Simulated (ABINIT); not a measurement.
Runs of ABINIT 10.8.3 (patched build) on MgB2. The structure is hexagonal, space group P6/mmm (No. 191). The conventional cell has a = 3.085 Å, b = 3.085 Å, c = 3.523 Å, α = 90.00°, β = 90.00°, γ = 120.00°. Mg (site symmetry 6/mmm) is surrounded by 12 B at 2.51 Å. B (site symmetry -6m2) is surrounded by 3 B at 1.78 Å. 

```csv
task,level,potentials or basis,cell,k mesh,cutoff (eV),fine-grid cutoff,cell freedom (optcell),cutoff smearing ecutsm (Ha),optimiser (ionmov),force stop (Ha/bohr),mesh quality,gap on the mesh (eV),pressure (GPa),V0 of scaled cells (Å³/atom),B0 (GPa)
band structure,PW91,JTH PAW PBE v2.0,as given,10 × 10 × 8,517,1034.03 eV,-,-,-,-,not flagged,none,-1.4,-,-
band structure,RPBE,JTH PAW PBE v2.0,as given,10 × 10 × 8,517,1034.03 eV,-,-,-,-,not flagged,none,1.8,-,-
band structure,BP86,JTH PAW PBE v2.0,as given,10 × 10 × 8,517,1034.03 eV,-,-,-,-,not flagged,none,-0.4,-,-
equation of state,LDA-PZ,JTH PAW LDA v2.0,as given,10 × 10 × 8,408,816.342 eV,-,-,-,-,not flagged,-,-,(d),162
band structure,AM05,JTH PAW PBE v2.0,as given,10 × 10 × 8,517,1034.03 eV,-,-,-,-,not flagged,none,-3.3,-,-
single point,LDA,JTH PAW LDA v2.0,as given,6 × 6 × 5,408,816.342 eV,-,-,-,-,coarse,none,-,-,-
equation of state,PW91,JTH PAW PBE v2.0,as given,10 × 10 × 8,517,1034.03 eV,-,-,-,-,not flagged,-,-,(b),(c)
relaxation of cell and atoms,revPBE+D3(BJ),JTH PAW PBE v2.0,relaxed,10 × 10 × 8,517,1034.03 eV,2,0.5,2,0.0002,not flagged,none,0.0,-,-
equation of state,SOGGA,JTH PAW PBE v2.0,as given,10 × 10 × 8,517,1034.03 eV,-,-,-,-,not flagged,-,-,9.48,157
equation of state,RPBE,JTH PAW PBE v2.0,as given,10 × 10 × 8,517,1034.03 eV,-,-,-,-,not flagged,-,-,9.83,146
equation of state,PBEsol,JTH PAW PBE v2.0,as given,10 × 10 × 8,517,1034.03 eV,-,-,-,-,not flagged,-,-,9.50,(a)
```

Alike in all rows: no spin polarisation; smearing fermi-dirac 0.05 eV.

Q: Estimate the missing entries.

A: (a) 156; (b) 9.62; (c) 152; (d) 9.24.

Caveats: some runs use coarse meshes; the atomic spheres overlap; the PAW data sets were made with another functional, which shifts forces and pressure a little (some runs); pressures at fixed basis lie under the slope of the energies (some runs); the cell was scaled at fixed shape and fractional positions, which overstates the stiffness of a crystal with free parameters, most of all of layers and chains (some runs); pairwise dispersion overbinds metals, which lowers pressure and volume (some runs).

A gap of «none» marks a metal or a gap under the smearing width.

Runs at the PBE level aren't shown here.
